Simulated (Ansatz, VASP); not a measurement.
One calculation of GaAs, two programs

Contents of INCAR:

```
SYSTEM = GaAs
PREC = Accurate
ENCUT = 520
EDIFF = 1E-6
ISMEAR = -1
SIGMA = 0.02
LREAL = .FALSE.
LASPH = .TRUE.
NELM = 100
ALGO = Normal
ISIF = 2
LWAVE = .FALSE.
LCHARG = .TRUE.
GGA = PE
LELF = .TRUE.
LVHAR = .TRUE.
NBANDS = 16
```

KPOINTS

```
Automatic mesh
0
G
  6 6 6
  0 0 0
```

The input POSCAR:

```
GaAs
1.0
    3.3286687147      0.0000000000      0.0000000000
    0.0000000000      3.3286687147      0.0000000000
    0.0000000000      0.0000000000      3.3286687147
Ga As
1 1
Direct
    0.0000000000      0.0000000000      0.0000000000
    0.5000000000      0.5000000000      0.5000000000
```

Input for Ansatz:

```yaml
crystal:
  lattice:
    - [3.3286687147, 0.0, 0.0]
    - [0.0, 3.3286687147, 0.0]
    - [0.0, 0.0, 3.3286687147]
  atoms:
    - { symbol: Ga, position: [0.0, 0.0, 0.0] }
    - { symbol: As, position: [0.5, 0.5, 0.5] }
kpoints:
  mp_grid: { grid: [6, 6, 6] }
hamiltonian:
  xc: pbe
scf:
  occupations: { method: fermi_dirac, width: 0.02 }
  n_extra_bands: 4
output:
  forces: true
  stress: true
  eigenvalues: true
```

The cell was built by a generator and needn't be a form met in nature.

Alike in both runs: task single point; functional PBE; k mesh 6 × 6 × 6; occupations fermi-dirac, width 0.02 eV; no spin polarisation.

|  | VASP | Ansatz |
| --- | --- | --- |
| version | VASP 6.6.1 | Ansatz 0.2.0 |
| potentials or method | VASP PAW PBE potentials, release 64 (Ga_d, As) | plane waves, PAW |
| plane-wave cutoff (eV) | 520 | 420 |
| valence electrons in the cell | 18 | 28 |

```tsv
	VASP	Ansatz	Ansatz less VASP
pressure (GPa)	2.7	2.3	-0.41
```

The functional is the same, so the differences come from potentials, cutoffs and numerics. The two sets of potentials don't hold the same shells in valence.
